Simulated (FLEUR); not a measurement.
# HfO2 (Fm-3m) in FLEUR: further runs

The runs below take HfO2 through single point, with PBEsol.

All numbers are computed with FLEUR MaX-R8.1 (later development tree); they aren't measurements. Logs are shortened: lines on timing, memory, paths and dates and some standing lists are left out, and cuts for length are marked.

## (1) Starting point

Symmetry: Fm-3m, No. 225, cubic system. Conventional cell: a = 5.115 Å, b = 5.115 Å, c = 5.115 Å, α = 90.00°, β = 90.00°, γ = 90.00°. Hf (site symmetry m-3m) has 8 O at 2.21 Å as nearest neighbours. O (site symmetry -43m) has 4 Hf at 2.21 Å as nearest neighbours.

Measurements of this composition are mostly on another form, of space group No. 14.

## (2) Single point, PBEsol

inp.xml reads:

```xml
<?xml version="1.0" encoding="UTF-8" standalone="no"?>
<fleurInput fleurInputVersion="0.39">
   <comment>
      HfO2                                                                                                
   </comment>
   <calculationSetup>
      <cutoffs Kmax="5.0" Gmax="15.5" GmaxXC="15.5" numbands="0"/>
      <scfLoop itmax="60" minDistance="0.00001" maxIterBroyd="15" imix="Anderson" alpha="0.05" precondParam="0.0" spinf="2.0" sdNocoIR="T"/>
      <coreElectrons ctail="T" frcor="F" kcrel="0" coretail_lmax="0"/>
      <xcFunctional name="PBEs" relativisticCorrections="F"/>
      <magnetism jspins="1"/>
      <soc l_soc="F" theta="0.0" phi="0.0" spav="F"/>
      <expertModes spex="0" secvar="F"/>
      <geometryOptimization l_f="T" forcealpha="1.0" forcemix="BFGS" epsdisp="0.0005" epsforce="0.0002"/>
      <ldaU l_linMix="F" mixParam="0.05" spinf="1.0"/>
   </calculationSetup>
   <cell>
      <bzIntegration valenceElectrons="38.0" mode="hist" fermiSmearingEnergy="0.00183747">
         <kPointListSelection listName="default-1"/>
         <!-- k-points included here -->
         <xi:include xmlns:xi="http://www.w3.org/2001/XInclude" href="kpts.xml"> </xi:include>
      </bzIntegration>
      <!-- symmetry operations included here -->
      <xi:include xmlns:xi="http://www.w3.org/2001/XInclude" href="sym.xml"> </xi:include>
      <bulkLattice scale="1.0">
         <bravaisMatrix>
            <row-1>    0.0000000000000000     4.8329745636645001     4.8329745636645001</row-1>
            <row-2>    4.8329745636645001     0.0000000000000000     4.8329745636645001</row-2>
            <row-3>    4.8329745636645001     4.8329745636645001     0.0000000000000000</row-3>
         </bravaisMatrix>
      </bulkLattice>
   </cell>
   <atomSpecies>
      <species name="Hafnium (Hf)" element="Hf" atomicNumber="72">
         <mtSphere radius="2.32" gridPoints="791" logIncrement="0.017"/>
         <atomicCutoffs lmax="10" lnonsphr="10"/>
         <electronConfig flipSpins="F">
            <coreConfig>(1s1/2) (2s1/2) (2p1/2) (2p3/2) (3s1/2) (3p1/2) (3p3/2) (4s1/2) (3d3/2) (3d5/2) (4p1/2) (4p3/2) (4d3/2) (4d5/2)</coreConfig>
            <valenceConfig>(5s1/2) (5p1/2) (5p3/2) (6s1/2) (4f5/2) (4f7/2) (5d3/2) (5d5/2)</valenceConfig>
            <stateOccupation state="(5d3/2)" spinUp="0.400000" spinDown="0.400000"/>
            <stateOccupation state="(5d5/2)" spinUp="0.600000" spinDown="0.600000"/>
         </electronConfig>
         <energyParameters s="6" p="6" d="5" f="4"/>
         <lo type="SCLO" l="0" n="5" eDeriv="0"/>
         <lo type="SCLO" l="1" n="5" eDeriv="0"/>
         <lo type="SCLO" l="2" n="5" eDeriv="2"/>
         <lo type="SCLO" l="3" n="4" eDeriv="2"/>
      </species>
      <species name="Oxygen (O)" element="O" atomicNumber="8">
         <mtSphere radius="1.44" gridPoints="489" logIncrement="0.022"/>
         <atomicCutoffs lmax="8" lnonsphr="8"/>
         <electronConfig flipSpins="F">
            <coreConfig>(1s1/2)</coreConfig>
            <valenceConfig>(2s1/2) (2p1/2) (2p3/2)</valenceConfig>
            <stateOccupation state="(2p1/2)" spinUp="0.666667" spinDown="0.666667"/>
            <stateOccupation state="(2p3/2)" spinUp="1.333333" spinDown="1.333333"/>
         </electronConfig>
         <energyParameters s="2" p="2" d="3" f="4"/>
         <lo type="SCLO" l="0" n="2" eDeriv="2"/>
         <lo type="SCLO" l="1" n="2" eDeriv="2"/>
         <lo type="SCLO" l="2" n="3" eDeriv="2"/>
      </species>
   </atomSpecies>
   <atomGroups>
      <atomGroup species="Hafnium (Hf)">
         <relPos label="                   1">.0000000000 .0000000000 .0000000000</relPos>
         <force calculate="T" relaxXYZ="TTT"/>
      </atomGroup>
      <atomGroup species="Oxygen (O)">
         <relPos label="                   2">-1.000/4.000 -1.000/4.000 -1.000/4.000</relPos>
         <relPos label="                   3">1.000/4.000 1.000/4.000 1.000/4.000</relPos>
         <force calculate="T" relaxXYZ="TTT"/>
      </atomGroup>
   </atomGroups>
   <output dos="F" band="F" slice="F">
      <checks vchk="F" cdinf="F"/>
      <bandDOS minEnergy="-.5*Htr" maxEnergy="0.5*Htr" sigma="0.015" storeEVData="T"/>
      <vacuumDOS vacdos="F" integ="F" star="F" nstars="0" locx1="0.0" locy1="0.0" locx2="0.0" locy2="0.0" nstm="0" tworkf="0.0"/>
      <unfoldingBand unfoldBand="F" supercellX="1" supercellY="1" supercellZ="1"/>
      <plotting iplot="0" polar="F">
         <plot TwoD="T" vec1="  1.0  0.0  0.0" vec2="  0.0  1.0  0.0" vec3="  0.0  0.0  1.0" zero="  0.0  0.0  0.0" file="plot"/>
      </plotting>
      <chargeDensitySlicing numkpt="0" minEigenval="0.0" maxEigenval="0.0" nnne="0" pallst="F"/>
      <specialOutput eonly="F"/>
      <moessbauerParams electricFieldGradient="T" isomerShift="T" coreHyperfine="T" valenceHyperfine="T"/>
      <magneticCircularDichroism mcd="F" energyLo="-10.0" energyUp="0.0"/>
   </output>
  <!-- We include the file relax.xml here to enable relaxations (see documentation) -->
  <xi:include xmlns:xi="http://www.w3.org/2001/XInclude" href="relax.xml"> <xi:fallback/> </xi:include>
</fleurInput>
```

crystal.txt reads:

```
HfO2
&input cartesian=F /
0.0000000000  2.5575000000  2.5575000000
2.5575000000  0.0000000000  2.5575000000
2.5575000000  2.5575000000  0.0000000000
1.8897261246
1.0 1.0 1.0

3
72 0.0000000000  0.0000000000  0.0000000000
8 0.7500000000  0.7500000000  0.7500000000
8 0.2500000000  0.2500000000  0.2500000000

&kpt div1=9 div2=9 div3=9 gamma=T /
```

Potentials or basis: all-electron, FLAPW.

On the command line:

```
> inpgen -f crystal.txt -profile fastHighL
> # inp.xml edited to the form shown
> mpirun -n 4 fleur_MPI -pe_per_kpt 1
```

Output:

```text
Welcome to FLEUR        (www.flapw.de)
      MaX-Release 8.1          (www.max-centre.eu)

 ========== k-point set info ==========
 Selected k-point list: default-1
 k-point list type: mesh
 9 x 9 x 9
 Number of k points: 35

 ------------Calculation Setup---------------------------
 Number of MPI-tasks      :            4
 Number of PE/node        :            4
 Number of OMP-threads    :            1
 Using exactly            1  PE per kpt
 k-points in parallel     :            4
 pe's per k-point         :            1
 No of k-point loops      :            8
 Info/Warning             : your k-point parallelism is not fully load-balanced
 Using exactly            1  PE per kpt
 Using exactly            1  PE per kpt
 Using exactly            1  PE per kpt
 Eigenvalue solver        :       lapack
 Number of basis functions:          615
 Approximate size of matrices (H+S) per k-point:         0.006 GB
 --------------------------------------------------------
 Iteration:     1   Distance:      30.86141249 me/bohr^3
 Iteration:     2   Distance:      26.23160522 me/bohr^3
 Iteration:     3   Distance:       9.18753208 me/bohr^3
 Iteration:     4   Distance:       8.92521130 me/bohr^3
 Iteration:     5   Distance:       4.48776264 me/bohr^3
 Iteration:     6   Distance:       1.35602851 me/bohr^3
 Iteration:     7   Distance:       0.88755644 me/bohr^3
 Iteration:     8   Distance:       0.11703328 me/bohr^3
 Iteration:     9   Distance:       0.10699018 me/bohr^3
 Iteration:    10   Distance:       0.02423123 me/bohr^3
 Iteration:    11   Distance:       0.00899741 me/bohr^3
 Iteration:    12   Distance:       0.00253031 me/bohr^3
 Iteration:    13   Distance:       0.00057577 me/bohr^3
 Iteration:    14   Distance:       0.00009662 me/bohr^3
 Iteration:    15   Distance:       0.00001500 me/bohr^3
 Iteration:    16   Distance:       0.00001334 me/bohr^3
 Iteration:    17   Distance:       0.00000493 me/bohr^3

 ********************************************************************
 Run finished successfully
 Stop message:
   Structural relaxation: Done
 ********************************************************************
```

It took 22 s on 4 MPI ranks of Intel Xeon 6975P-C (Granite Rapids), shared host.

What came out:

```
Free energy                                           : -414798.1089 eV
Band gap on the k mesh                                : 3.69 eV, indirect (least direct gap 3.81 eV)
Valence electrons inside the program's atomic spheres : Hf 23.06; O 4.68 (radii Hf 2.32, O 1.44 bohr)
```

Core levels (eV from the Fermi level):
```csv
atom,levels
1 Hf,"1s1/2 -65171.3, 2s1/2 -11133.9, 2p1/2 -10633.7, 2p3/2 -9442.4, 3s1/2 -2532.1, 3p1/2 -2310.4, 3p3/2 -2055.1, 4s1/2 -505.1, 3d3/2 -1679.8, 3d5/2 -1624.1, 4p1/2 -414.3, 4p3/2 -355.8, 4d3/2 -206.7, 4d5/2 -196.0"
2 O,1s1/2 -502.3
3 O,1s1/2 -502.3
```

Caveat: spin-orbit coupling is left out, which moves the levels of the heavy elements; an odd mesh through Γ misses points on the zone boundary, where band edges often lie.

## (3) Single point, PBEsol (atoms moved at random, drawn with an rms of 0.05 Å)

inp.xml, as its differences from that of step 2:

```diff
@@ -34,4 +34,4 @@
       <species name="Hafnium (Hf)" element="Hf" atomicNumber="72">
-         <mtSphere radius="2.32" gridPoints="791" logIncrement="0.017"/>
-         <atomicCutoffs lmax="10" lnonsphr="10"/>
+         <mtSphere radius="2.32" gridPoints="777" logIncrement="0.017"/>
+         <atomicCutoffs lmax="9" lnonsphr="9"/>
          <electronConfig flipSpins="F">
@@ -49,3 +49,3 @@
       <species name="Oxygen (O)" element="O" atomicNumber="8">
-         <mtSphere radius="1.44" gridPoints="489" logIncrement="0.022"/>
+         <mtSphere radius="1.44" gridPoints="481" logIncrement="0.022"/>
          <atomicCutoffs lmax="8" lnonsphr="8"/>
@@ -65,3 +65,3 @@
       <atomGroup species="Hafnium (Hf)">
-         <relPos label="                   1">.0000000000 .0000000000 .0000000000</relPos>
+         <relPos label="                   1">.0090260000 .0007760000 -.0152430000</relPos>
          <force calculate="T" relaxXYZ="TTT"/>
@@ -69,4 +69,7 @@
       <atomGroup species="Oxygen (O)">
-         <relPos label="                   2">-1.000/4.000 -1.000/4.000 -1.000/4.000</relPos>
-         <relPos label="                   3">1.000/4.000 1.000/4.000 1.000/4.000</relPos>
+         <relPos label="                   2">-.2535630000 -.2512630000 -.2427580000</relPos>
+         <force calculate="T" relaxXYZ="TTT"/>
+      </atomGroup>
+      <atomGroup species="Oxygen (O)">
+         <relPos label="                   3">.2510910000 .2400870000 .2500430000</relPos>
          <force calculate="T" relaxXYZ="TTT"/>
```

crystal.txt reads:

```
HfO2
&input cartesian=F /
0.0000000000  2.5575000000  2.5575000000
2.5575000000  0.0000000000  2.5575000000
2.5575000000  2.5575000000  0.0000000000
1.8897261246
1.0 1.0 1.0

3
72 0.0090260000  0.0007760000  -0.0152430000
8 0.7464370000  0.7487370000  0.7572420000
8 0.2510910000  0.2400870000  0.2500430000

&kpt div1=9 div2=9 div3=9 gamma=T /
```

Potentials or basis: all-electron, FLAPW.

On the command line:

```
> inpgen -f crystal.txt -profile fastHighL
> # inp.xml edited to the form shown
> mpirun -n 4 fleur_MPI -pe_per_kpt 1
```

Output:

```text
Welcome to FLEUR        (www.flapw.de)
      MaX-Release 8.1          (www.max-centre.eu)

 ========== k-point set info ==========
 Selected k-point list: default-1
 k-point list type: mesh
 9 x 9 x 9
 Number of k points: 365

 ------------Calculation Setup---------------------------
 Number of MPI-tasks      :            4
 Number of PE/node        :            4
 Number of OMP-threads    :            1
 Using exactly            1  PE per kpt
 k-points in parallel     :            4
 Using exactly            1  PE per kpt
 Using exactly            1  PE per kpt
 pe's per k-point         :            1
 No of k-point loops      :           91
 Info/Warning             : your k-point parallelism is not fully load-balanced
 Using exactly            1  PE per kpt
 Eigenvalue solver        :       lapack
 Number of basis functions:          615
 Approximate size of matrices (H+S) per k-point:         0.011 GB
 --------------------------------------------------------
 Iteration:     1   Distance:      30.64060258 me/bohr^3
 Iteration:     2   Distance:      26.00483620 me/bohr^3
 Iteration:     3   Distance:       8.95310615 me/bohr^3
 Iteration:     4   Distance:       8.75572065 me/bohr^3
 Iteration:     5   Distance:       4.54164208 me/bohr^3
 Iteration:     6   Distance:       1.31634089 me/bohr^3
 Iteration:     7   Distance:       0.88478971 me/bohr^3
 Iteration:     8   Distance:       0.13065420 me/bohr^3
 Iteration:     9   Distance:       0.12128454 me/bohr^3
 Iteration:    10   Distance:       0.02344937 me/bohr^3
 Iteration:    11   Distance:       0.00849435 me/bohr^3
 Iteration:    12   Distance:       0.00554006 me/bohr^3
 Iteration:    13   Distance:       0.00177358 me/bohr^3
 Iteration:    14   Distance:       0.00128843 me/bohr^3
 Iteration:    15   Distance:       0.00076960 me/bohr^3
 Iteration:    16   Distance:       0.00068668 me/bohr^3
 Iteration:    17   Distance:       0.00035267 me/bohr^3
 Iteration:    18   Distance:       0.00009253 me/bohr^3
 Iteration:    19   Distance:       0.00002257 me/bohr^3
 Iteration:    20   Distance:       0.00001127 me/bohr^3
 Iteration:    21   Distance:       0.00000968 me/bohr^3

 Reset of history

 ********************************************************************
 Run finished successfully
 Stop message:
   Structural relaxation: new displacements generated
 ********************************************************************
```

It took 8.2 min on 4 MPI ranks of Intel Xeon 6975P-C (Granite Rapids), shared host.

What came out:

| Property | Result |
| --- | --- |
| Free energy | -414798.0962 eV |
| Largest force | 0.402 eV/Å |
| Band gap on the k mesh | 3.69 eV, indirect (least direct gap 3.81 eV) |
| Valence electrons inside the program's atomic spheres | Hf 23.07; O 4.68 (radii Hf 2.32, O 1.44 bohr) |

Forces in eV/Å, atoms in the order of the input:
```
Hf   0.119  0.056 -0.139
O   -0.395 -0.062 -0.036
O    0.278  0.007  0.172
```

Levels at points of the mesh, in eV from the valence-band top:
| k point | band 16 | band 17 | band 18 | band 19 | band 20 | band 21 | band 22 | band 23 |
| --- | --- | --- | --- | --- | --- | --- | --- | --- |
| (0.00, 0.00, 0.00) | -5.20 | -0.62 | -0.59 | -0.58 | 3.78 | 3.80 | 5.41 | 9.98 |

Core levels (eV from the Fermi level):
```csv
atom,levels
1 Hf,"1s1/2 -65171.3, 2s1/2 -11133.9, 2p1/2 -10633.7, 2p3/2 -9442.4, 3s1/2 -2532.1, 3p1/2 -2310.4, 3p3/2 -2055.1, 4s1/2 -505.1, 3d3/2 -1679.8, 3d5/2 -1624.1, 4p1/2 -414.3, 4p3/2 -355.8, 4d3/2 -206.7, 4d5/2 -196.0"
2 O,1s1/2 -502.3
3 O,1s1/2 -502.3
```

Caveat: spin-orbit coupling is left out, which moves the levels of the heavy elements; an odd mesh through Γ misses points on the zone boundary, where band edges often lie.
